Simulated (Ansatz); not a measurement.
Crystal: BP.

```xyz
2
Lattice="0.0000 2.2690 2.2690 2.2690 0.0000 2.2690 2.2690 2.2690 0.0000" Properties=species:S:1:pos:R:3 pbc="T T T"
P     3.4035    3.4035    3.4035
B     0.0000    0.0000    0.0000
```

Base run:

- Program: Ansatz 0.2.0
- Functional: PBE
- Potentials or basis: Ansatz PAW
- Cutoff: 350 eV
- Density cutoff: 1400 eV
- k mesh: 10 × 10 × 10
- Occupations: fermi-dirac, width 0.05 eV
- Spin: no spin polarisation

Its results: band gap on the k mesh 1.24 eV, indirect (least direct gap 3.40 eV).

Q: The run is repeated on the same cell with these changes: functional from PBE to PBEsol; cutoff from 350 eV to 420 eV (not typed: the program's choice for these potentials); occupations from fermi-dirac, width 0.05 eV to fixed. What comes out?

A: Band gap on the k mesh 1.13 eV, indirect (least direct gap 3.36 eV).

Caveats: the cutoff lies under the one recommended for these potentials (some runs).

A k mesh can miss the band edges.
